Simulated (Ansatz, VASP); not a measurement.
# One calculation of Ta, two programs

The input INCAR:

```
PREC = Accurate
ENCUT = 520
EDIFF = 1E-7
ISMEAR = 0
SIGMA = 0.1
LREAL = F
LASPH = T
NELM = 100
ALGO = Fast
ISIF = 2
LWAVE = F
LCHARG = F
GGA = PE
NBANDS = 12
```

Contents of KPOINTS:

```
Automatic mesh
0
Gamma
  18 18 18
```

File POSCAR:

```
Ta
1.0
   -1.6512800000      1.6512800000      1.6512800000
    1.6512800000     -1.6512800000      1.6512800000
    1.6512800000      1.6512800000     -1.6512800000
Ta
1
Direct
    0.0000000000      0.0000000000      0.0000000000
```

Input for Ansatz:

```yaml
crystal:
  lattice:
    - [-1.65128, 1.65128, 1.65128]
    - [1.65128, -1.65128, 1.65128]
    - [1.65128, 1.65128, -1.65128]
  atoms:
    - { symbol: Ta, position: [0.0, 0.0, 0.0] }
basis:
  ecutwfc: 420
kpoints:
  mp_grid: { grid: [18, 18, 18] }
hamiltonian:
  xc: pbe
scf:
  occupations: { method: gaussian, width: 0.1 }
output:
  forces: true
  stress: true
  eigenvalues: true
  populations: true
  write_density: true
  write_potential: true
  elf: true
  volumetric_format: npy
```

Alike in both runs: task single point; functional PBE; k mesh 18 × 18 × 18; occupations gaussian, width 0.1 eV; no spin polarisation.

|  | VASP | Ansatz |
| --- | --- | --- |
| version | VASP 6.6.1 | Ansatz 0.2.0 |
| potentials or method | VASP PAW PBE potentials, release 64 (Ta_pv) | scalar-relativistic, plane waves, PAW |
| plane-wave cutoff (eV) | 520 | 420 |
| valence electrons in the cell | 11 | 13 |

|  | VASP | Ansatz | Ansatz less VASP |
| --- | --- | --- | --- |
| gap on the k mesh at the Fermi level (eV) | none | none | - |
| pressure (GPa) | 3.0 | 2.9 | -0.10 |

A gap of «none» marks a metal or a gap that the smearing closes. The two sets of potentials don't hold the same shells in valence.

Spin-orbit coupling is left out, which matters for the levels of Ta.
